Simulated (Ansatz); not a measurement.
# Al (Aluminum): the cost of one run

All numbers are computed with Ansatz 0.2.0, driven from Python. The levels of theory stand in the script.

### 1 The system

Symmetry: Fm-3m, No. 225, cubic system. Conventional cell: a = 4.050 Å, b = 4.050 Å, c = 4.050 Å, α = 90.00°, β = 90.00°, γ = 90.00°. Al (site symmetry m-3m) is surrounded by 12 Al at 2.86 Å.

No structure file is read: the coordinates are typed or built in the script.

### 2 The code

Contents of lattice_al.py:

```python
"""Relaxed cell of Al under several functionals."""

import argparse
import warnings

import ansatz as az
import numpy as np

parser = argparse.ArgumentParser(description="Relaxed cell of Al under several functionals.")
parser.add_argument("--occupations", required=True, help="how the bands are filled")
parser.add_argument("--sigma", type=float, default=0.05, help="smearing width (eV)")
parser.add_argument("--kspacing", type=float, default=0.2, help="k-point sampling")
parser.add_argument("--ecut", type=float, default=450.0, help="plane-wave cutoff (eV)")
parser.add_argument("--fmax", type=float, default=0.03, help="force threshold (eV/A)")
args = parser.parse_args()

def edges_and_angles(cell):
    cell = np.asarray(cell)
    a, b, c = np.linalg.norm(cell, axis=1)
    cosines = cell[1] @ cell[2] / (b * c), cell[0] @ cell[2] / (a * c), cell[0] @ cell[1] / (a * b)
    return (a, b, c, *np.degrees(np.arccos(cosines)))

warnings.simplefilter("ignore", az.DeckWarning)

lattice = az.Lattice.of(
    (0.0, 2.024805, 2.024805),
    (2.024805, 0.0, 2.024805),
    (2.024805, 2.024805, 0.0),
)
sites = [
    ("Al", (0.0, 0.0, 0.0)),
]
xtal = az.Crystal(lattice=lattice)
for symbol, position in sites:
    xtal = xtal.atom(symbol, position)

calculation = (
    xtal.calculation()
    .occupations(args.occupations, width=args.sigma)
    .kpoints(spacing=args.kspacing)
    .basis(args.ecut)
    .relax(cell=True, force_tolerance=args.fmax)
)

levels = [("r2scan", "none"), ("lda", "none"), ("pbesol", "none"), ("r2scan", "rvv10")]
print("level            a       b       c    alpha   beta  gamma  V/atom  steps")
for name, dispersion in levels:
    seen = []
    run = calculation.functional(name, dispersion=dispersion).session().plan()
    outcome = run.execute(on_event=lambda e: seen.append(e) if e["event"] == "relax_step" else None)
    cell = outcome.lattice.cell_ang
    label = name if dispersion == "none" else f"{name}+{dispersion}"
    print("{:13s} {:7.4f} {:7.4f} {:7.4f} {:6.2f} {:6.2f} {:6.2f}".format(label, *edges_and_angles(cell)), f"{abs(np.linalg.det(cell)) / len(outcome.lattice.sites):7.3f} {len(seen):5d}")
```

### 3 The run

Command:

```console
> python lattice_al.py --occupations Marzari-Vanderbilt
```

What time and memory should one allow on 1 thread of Intel Xeon Platinum 8488C (Sapphire Rapids), shared host?

About 17 s, with a peak of 0.47 GiB.
